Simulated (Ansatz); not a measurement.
# Dielectric response of BaS (001) films, part 2 of 3

Aim: the electronic and static ε of rocksalt BaS (001) from films of three thicknesses in a field.

Ansatz 0.2.0; plane-wave DFT, PBE, Ansatz PAW (the session's first sound run).

So far. Step 10 (Relaxation, 10 atoms, units 5): The gap is 2.12 eV, with the valence edge 4.23 eV and the conduction edge 2.10 eV under the upper vacuum level. Step 11 (The relaxed film, single point, 10 atoms, units 5): The gap is 2.12 eV, with the valence edge 4.22 eV and the conduction edge 2.10 eV under the upper vacuum level.

## Step 12: Single point, 10 atoms, units 5, field 0.1 V/Å

The input, input.yaml:

```yaml
crystal:
  lattice:
    - [4.51841233, 0.0, 0.0]
    - [0.0, 4.51841233, 0.0]
    - [0.0, 0.0, 30.78]
  atoms:
    - { symbol: Ba, position: [0.5, 0.5, 0.2927120122] }
    - { symbol: S, position: [0.0, 0.0, 0.2924917375] }
    - { symbol: Ba, position: [0.0, 0.0, 0.3951032531] }
    - { symbol: S, position: [0.5, 0.5, 0.3948278365] }
    - { symbol: Ba, position: [0.5, 0.5, 0.5000000022] }
    - { symbol: S, position: [0.0, 0.0, 0.4999999988] }
    - { symbol: Ba, position: [0.0, 0.0, 0.604896751] }
    - { symbol: S, position: [0.5, 0.5, 0.6051721601] }
    - { symbol: Ba, position: [0.5, 0.5, 0.7072879888] }
    - { symbol: S, position: [0.0, 0.0, 0.7075082598] }
kpoints:
  mp_grid: { grid: [6, 6, 1] }
hamiltonian:
  xc: pbe
scf:
  occupations: { method: fixed }
  convergence: { dr2_threshold: 1.0e-10 }
efield:
  axis: 3
  dipole_correction: true
  ramp_position: 0.97
  ramp_width: 0.06
  amplitude: 0.1
output:
  write_potential: true
  write_density: true
  volumetric_format: npy
```

Launch:

```sh
> ansatz run input.yaml --threads 4 --pin off --max-ram 8192MiB --backend cpu --events-out ev --progress --plain --runs-dir out
```

It took 11 s on 4 threads of Arm Neoverse V2, shared host; peak memory 1.1 GiB.

The dipole is 0.149 e·Å, and the gap on the mesh 1.978 eV.

## Step 13: Atoms held, 10 atoms, units 5, field -0.1 V/Å

Changes to input.yaml since step 12:

```diff
@@ -28,3 +28,3 @@
   ramp_width: 0.06
-  amplitude: 0.1
+  amplitude: -0.1
 output:
```

It took 11 s on 4 threads; peak memory 1.1 GiB.

The dipole is -0.149 e·Å, and the gap on the mesh 1.978 eV.

## Step 14: Response with the atoms held, 10 atoms, units 5

This step: plane-wave DFT, PBE, Ansatz PAW; response to a field along the normal, atoms held (Ansatz 0.2.0).

Local field over the applied field, running mean. From the potentials at -0.1 and 0.1 V/Å; running mean over 3.195 Å, taken twice. Table of local field over applied field by z:

```
z (Å)  local field over applied field
    5                           0.948
    6                           0.834
    7                           0.640
    8                           0.422
    9                           0.264
   10                           0.194
   11                           0.187
   12                           0.198
   13                           0.208
   14                           0.212
   15                           0.212
   16                           0.212
   17                           0.212
   18                           0.206
   19                           0.195
   20                           0.186
   21                           0.202
   22                           0.291
   23                           0.467
   24                           0.687
   25                           0.866
   26                           0.962
```

The induced dipole is that of a conductor 13.22 Å thick.

## Step 15: Relaxing in the field, 10 atoms, units 5, field 0.05 V/Å

This step: plane-wave DFT, PBE, Ansatz PAW (Ansatz 0.2.0).

The same pair of relaxations in the field for this thickness.

Changes to input.yaml since step 13:

```diff
@@ -28,3 +28,6 @@
   ramp_width: 0.06
-  amplitude: -0.1
+  amplitude: 0.05
+relax:
+  f_tol: 0.0006
+  max_steps: 70
 output:
```

It took 25 s on 4 threads; peak memory 1.1 GiB.

No atom moved by 0.005 Å in the relaxation.

The relaxation took 4 steps and lowered the energy by 3.7e-4 eV; the largest force on the free atoms ends at 4.1e-4 eV/Å.

The dipole is 0.0895 e·Å, and the gap on the mesh 2.107 eV.

## Step 16: Relaxing in the field, 10 atoms, units 5, field -0.05 V/Å

Changes to input.yaml since step 15:

```diff
@@ -28,3 +28,3 @@
   ramp_width: 0.06
-  amplitude: 0.05
+  amplitude: -0.05
 relax:
```

It took 25 s on 4 threads; peak memory 1.1 GiB.

No atom moved by 0.005 Å in the relaxation.

The relaxation took 4 steps and lowered the energy by 3.7e-4 eV; the largest force on the free atoms ends at 4.1e-4 eV/Å.

The dipole is -0.0895 e·Å, and the gap on the mesh 2.107 eV.

## Step 17: Response with the atoms relaxed, 10 atoms, units 5

This step: plane-wave DFT, PBE, Ansatz PAW; response to a field along the normal, atoms relaxed (Ansatz 0.2.0).

Local field over the applied field, running mean. From the potentials at -0.05 and 0.05 V/Å; running mean over 3.195 Å, taken twice. The local field over applied field by z:

z (Å), local field over applied field and a bar from the least value:
```
        5      0.953 ##############################
        6      0.810 #########################
        7      0.557 #################
        8      0.259 ########
        9      0.065 ##
       10     -0.006 
       11      0.044 ##
       12      0.080 ###
       13      0.101 ###
       14      0.068 ##
       15      0.044 ##
       16      0.044 ##
       17      0.076 ###
       18      0.098 ###
       19      0.075 ###
       20      0.031 #
       21     -0.007 
       22      0.098 ###
       23      0.323 ##########
       24      0.624 ###################
       25      0.851 ##########################
       26      0.966 ##############################
```

The induced dipole is that of a conductor 15.87 Å thick.

## Step 18: Relaxing the film, 16 atoms, units 8

This step: plane-wave DFT, PBE, Ansatz PAW (Ansatz 0.2.0).

System of this step: BaS (001), 8 units. The cell holds 16 atoms: 8 Ba and 8 S. Its edges and angles: a = 4.518 Å, b = 4.518 Å, c = 40.365 Å, α = 90.0°, β = 90.0°, γ = 90.0°. It derives from BaS (rocksalt BaS). Vacuum lies along c.

The input, input.yaml:

```yaml
crystal:
  lattice:
    - [4.51841233, 0.0, 0.0]
    - [0.0, 4.51841233, 0.0]
    - [0.0, 0.0, 40.365]
  atoms:
    - { symbol: Ba, position: [0.5, 0.5, 0.2229654404] }
    - { symbol: S, position: [0.0, 0.0, 0.2229654404] }
    - { symbol: Ba, position: [0.0, 0.0, 0.3021181717] }
    - { symbol: S, position: [0.5, 0.5, 0.3021181717] }
    - { symbol: Ba, position: [0.5, 0.5, 0.381270903] }
    - { symbol: S, position: [0.0, 0.0, 0.381270903] }
    - { symbol: Ba, position: [0.0, 0.0, 0.4604236343] }
    - { symbol: S, position: [0.5, 0.5, 0.4604236343] }
    - { symbol: Ba, position: [0.5, 0.5, 0.5395763657] }
    - { symbol: S, position: [0.0, 0.0, 0.5395763657] }
    - { symbol: Ba, position: [0.0, 0.0, 0.618729097] }
    - { symbol: S, position: [0.5, 0.5, 0.618729097] }
    - { symbol: Ba, position: [0.5, 0.5, 0.6978818283] }
    - { symbol: S, position: [0.0, 0.0, 0.6978818283] }
    - { symbol: Ba, position: [0.0, 0.0, 0.7770345596] }
    - { symbol: S, position: [0.5, 0.5, 0.7770345596] }
kpoints:
  mp_grid: { grid: [6, 6, 1] }
hamiltonian:
  xc: pbe
scf:
  occupations: { method: fixed }
  convergence: { dr2_threshold: 1.0e-09 }
efield:
  axis: 3
  dipole_correction: true
  ramp_position: 0.97
  ramp_width: 0.06
relax:
  f_tol: 0.003
  max_steps: 100
output:
  write_potential: true
  write_density: true
  volumetric_format: npy
```

Elapsed: 57 s, on 4 threads; peak memory 1.7 GiB; 3.8 min of CPU time.

The steps of the relaxation:

```
step  energy less that of the first step (eV)  largest force component (eV/Å)
   1                                   0.0000                          0.1418
   2                                  -0.0132                          0.0661
   3                                  -0.0146                          0.0110
   4                                  -0.0147                          0.0017
```

The run keeps the 8 symmetry operations that it works with, so distortions that break them were not tested.

The atoms that moved most (Å):

```
atom     dx     dy      dz  length
 S14  0.000  0.000   0.085   0.085
  S4  0.000  0.000  -0.085   0.085
Ba13  0.000  0.000   0.074   0.074
 Ba3  0.000  0.000  -0.074   0.074
Ba11  0.000  0.000   0.041   0.041
 Ba5  0.000  0.000  -0.041   0.041
 S16  0.000  0.000   0.037   0.037
  S2  0.000  0.000  -0.037   0.037
```

The relaxed structure:

```cif
data_structure
_symmetry_space_group_name_H-M 'P 1'
_symmetry_Int_Tables_number 1
_cell_length_a 4.5184
_cell_length_b 4.5184
_cell_length_c 40.3650
_cell_angle_alpha 90.000
_cell_angle_beta 90.000
_cell_angle_gamma 90.000
_cell_volume 824.09
loop_
_atom_site_label
_atom_site_type_symbol
_atom_site_fract_x
_atom_site_fract_y
_atom_site_fract_z
_atom_site_occupancy
Ba1 Ba 0.50000 0.50000 0.22219 1
S2 S 0.00000 0.00000 0.22205 1
Ba3 Ba 0.00000 0.00000 0.30029 1
S4 S 0.50000 0.50000 0.30002 1
Ba5 Ba 0.50000 0.50000 0.38026 1
S6 S 0.00000 0.00000 0.38042 1
Ba7 Ba 0.00000 0.00000 0.46011 1
S8 S 0.50000 0.50000 0.46003 1
Ba9 Ba 0.50000 0.50000 0.53989 1
S10 S 0.00000 0.00000 0.53997 1
Ba11 Ba 0.00000 0.00000 0.61974 1
S12 S 0.50000 0.50000 0.61958 1
Ba13 Ba 0.50000 0.50000 0.69971 1
S14 S 0.00000 0.00000 0.69998 1
Ba15 Ba 0.00000 0.00000 0.77781 1
S16 S 0.50000 0.50000 0.77795 1
```

Running mean over 3.195 Å of the planar mean; the ramp of the sawtooth is left out. Table of electron's electrostatic potential energy less the highest filled level by z:

```
z (Å)  electron's electrostatic potential energy less the highest filled level (eV)
    4                                                                          4.22
    5                                                                          4.21
    6                                                                          4.09
    7                                                                          2.44
    8                                                                         -1.19
    9                                                                         -2.06
   10                                                                         -2.20
   11                                                                         -2.23
   12                                                                         -2.13
   13                                                                         -2.09
   14                                                                         -2.02
   15                                                                         -2.15
   16                                                                         -2.13
   17                                                                         -2.06
   18                                                                         -2.13
   19                                                                         -2.14
   20                                                                         -2.05
   21                                                                         -2.12
   22                                                                         -2.15
   23                                                                         -2.07
   24                                                                         -2.09
   25                                                                         -2.16
   26                                                                         -2.08
   27                                                                         -2.03
   28                                                                         -2.13
   29                                                                         -2.17
   30                                                                         -2.24
   31                                                                         -2.09
   32                                                                         -1.81
   33                                                                          1.03
   34                                                                          3.86
   35                                                                          4.20
   36                                                                          4.22
```

The relaxation took 4 steps and lowered the energy by 0.015 eV; the largest force on the free atoms ends at 0.0017 eV/Å.

The gap is 2.08 eV, with the valence edge 4.23 eV and the conduction edge 2.15 eV under the upper vacuum level.

## Step 19: Side by side

Times are for 4 threads of Arm Neoverse V2, shared host. The runs compared:

```
no.  units  gap by band count (eV)  ionisation energy, upper face (eV)  electron affinity, upper face (eV)  time  memory (GiB)
  1      3                   2.201                               4.220                               2.019  11 s          0.77
  2      5                   2.120                               4.225                               2.105  25 s           1.1
  3      8                   2.076                               4.225                               2.150  57 s           1.7
```

The valence density, planar mean (3) oscillates, so the rows of the table below give means over windows of 1 Å about each position, cut where the curve ends. Its maxima inside the range that stand out by 2 % of the span (Å: e/Å³): 9.1: 0.439, 12.2: 0.438, 15.3: 0.439. Its minima: 10.6: 0.0539, 13.8: 0.0539.

The runs together. Table of valence density, planar mean by z; means over each step:

```
z (Å)  3 (e/Å³)  5 (e/Å³)  8 (e/Å³)
    4    6.7e-6    7.2e-6    7.9e-6
    5    7.1e-5    7.6e-5    8.4e-5
    6    7.5e-4    8.0e-4    8.9e-4
    7   0.00992    0.0108    0.0120
    8     0.158     0.167     0.181
    9     0.422     0.421     0.421
   10     0.187     0.179     0.166
   11     0.121     0.131     0.143
   12     0.410     0.413     0.417
   13     0.243     0.229     0.214
   14    0.0902    0.0824    0.0880
   15     0.381     0.372     0.381
   16     0.297     0.308     0.297
   17    0.0306    0.0685    0.0707
   18   0.00196     0.305     0.321
   19    1.8e-4     0.375     0.362
   20    1.7e-5    0.0899    0.0792
   21    1.6e-6     0.254     0.246
   22         0     0.404     0.407
   23         0     0.100     0.117
   24         0   0.00726     0.123
```

## Step 20: Single point on the relaxed film, 16 atoms, units 8

The input, input.yaml:

```yaml
crystal:
  lattice:
    - [4.51841233, 0.0, 0.0]
    - [0.0, 4.51841233, 0.0]
    - [0.0, 0.0, 40.365]
  atoms:
    - { symbol: Ba, position: [0.5, 0.5, 0.2221897491] }
    - { symbol: S, position: [0.0, 0.0, 0.2220548373] }
    - { symbol: Ba, position: [0.0, 0.0, 0.3002910908] }
    - { symbol: S, position: [0.5, 0.5, 0.3000222914] }
    - { symbol: Ba, position: [0.5, 0.5, 0.3802620339] }
    - { symbol: S, position: [0.0, 0.0, 0.3804203369] }
    - { symbol: Ba, position: [0.0, 0.0, 0.4601116422] }
    - { symbol: S, position: [0.5, 0.5, 0.4600303526] }
    - { symbol: Ba, position: [0.5, 0.5, 0.5398883594] }
    - { symbol: S, position: [0.0, 0.0, 0.5399696321] }
    - { symbol: Ba, position: [0.0, 0.0, 0.6197379687] }
    - { symbol: S, position: [0.5, 0.5, 0.6195796564] }
    - { symbol: Ba, position: [0.5, 0.5, 0.6997089138] }
    - { symbol: S, position: [0.0, 0.0, 0.6999777108] }
    - { symbol: Ba, position: [0.0, 0.0, 0.7778102561] }
    - { symbol: S, position: [0.5, 0.5, 0.7779451685] }
kpoints:
  mp_grid: { grid: [6, 6, 1] }
hamiltonian:
  xc: pbe
scf:
  occupations: { method: fixed }
  convergence: { dr2_threshold: 1.0e-09 }
efield:
  axis: 3
  dipole_correction: true
  ramp_position: 0.97
  ramp_width: 0.06
output:
  eigenvalues: true
  dos: { projected: true, e_range: [-7, 7] }
  write_potential: true
  write_density: true
  volumetric_format: npy
checkpoint:
  write: end8.run
  compress: false
  write_wavefunctions: false
```

Elapsed: 25 s, on 4 threads; peak memory 1.8 GiB; 96 s of CPU time.

Running mean over 3.195 Å of the planar mean; the ramp of the sawtooth is left out. Table of electron's electrostatic potential energy less the highest filled level by z:

(Unchanged from step 18.)

The gap is 2.08 eV, with the valence edge 4.23 eV and the conduction edge 2.15 eV under the upper vacuum level.

## Step 21: Single point, 16 atoms, units 8, field 0.1 V/Å

Changes to input.yaml since step 20:

```diff
@@ -28,3 +28,3 @@
   occupations: { method: fixed }
-  convergence: { dr2_threshold: 1.0e-09 }
+  convergence: { dr2_threshold: 1.0e-10 }
 efield:
@@ -34,5 +34,4 @@
   ramp_width: 0.06
+  amplitude: 0.1
 output:
-  eigenvalues: true
-  dos: { projected: true, e_range: [-7, 7] }
   write_potential: true
@@ -40,5 +39 @@
   volumetric_format: npy
-checkpoint:
-  write: end8.run
-  compress: false
-  write_wavefunctions: false
```

Wall time 28 s (4 threads); peak memory 1.8 GiB.

The dipole is 0.235 e·Å, and the gap on the mesh 1.770 eV.

## Step 22: Atoms held, 16 atoms, units 8, field -0.1 V/Å

Changes to input.yaml since step 21:

```diff
@@ -34,3 +34,3 @@
   ramp_width: 0.06
-  amplitude: 0.1
+  amplitude: -0.1
 output:
```

Wall time 28 s (4 threads); peak memory 1.8 GiB.

The dipole is -0.235 e·Å, and the gap on the mesh 1.770 eV.

## Step 23: Response with the atoms held, 16 atoms, units 8

This step: plane-wave DFT, PBE, Ansatz PAW; response to a field along the normal, atoms held (Ansatz 0.2.0).

Local field over the applied field, running mean. From the potentials at -0.1 and 0.1 V/Å; running mean over 3.195 Å, taken twice. The local field over applied field by z:

```
z (Å)  local field over applied field
    5                           0.945
    6                           0.827
    7                           0.631
    8                           0.414
    9                           0.259
   10                           0.192
   11                           0.188
   12                           0.198
   13                           0.209
   14                           0.213
   15                           0.212
   16                           0.210
   17                           0.209
   18                           0.210
   19                           0.210
   20                           0.211
   21                           0.211
   22                           0.210
   23                           0.209
   24                           0.210
   25                           0.211
   26                           0.213
   27                           0.212
   28                           0.203
   29                           0.191
   30                           0.186
   31                           0.225
   32                           0.347
   33                           0.549
   34                           0.763
   35                           0.912
```

The induced dipole is that of a conductor 20.85 Å thick.

## Step 24: Relaxing in the field, 16 atoms, units 8, field 0.05 V/Å

This step: plane-wave DFT, PBE, Ansatz PAW (Ansatz 0.2.0).

Changes to input.yaml since step 22:

```diff
@@ -34,3 +34,6 @@
   ramp_width: 0.06
-  amplitude: -0.1
+  amplitude: 0.05
+relax:
+  f_tol: 0.0006
+  max_steps: 70
 output:
```

Wall time 72 s (4 threads); peak memory 1.7 GiB; 4.7 min of CPU time.

The relaxation took 5 steps and lowered the energy by 5.8e-4 eV; the largest force on the free atoms ends at 8.5e-5 eV/Å.

The dipole is 0.141 e·Å, and the gap on the mesh 2.043 eV.

## Step 25: Field on, atoms free, 16 atoms, units 8, field -0.05 V/Å

Changes to input.yaml since step 24:

```diff
@@ -34,3 +34,3 @@
   ramp_width: 0.06
-  amplitude: 0.05
+  amplitude: -0.05
 relax:
```

The job ended after 70 s (4 threads; peak memory 1.7 GiB).

The relaxation took 5 steps and lowered the energy by 5.8e-4 eV; the largest force on the free atoms ends at 8.4e-5 eV/Å.

The dipole is -0.141 e·Å, and the gap on the mesh 2.043 eV.

[end of part 2 of 3]

[Logs are printed without paths, hosts, clocks, repeated set-up lines and the standing remarks that a program may print on its own settings, such as how far it seeks lower states.]

[Hosts, paths, dates, database ids (printed as entryN), source tags and the programs' standing remarks are cut or masked in the printed files.]

[Maps of the electrostatic potential energy from Ansatz leave out the sawtooth potential of an applied field or a dipole correction, so their vacuum need not be flat; planar profiles and work functions include it.]
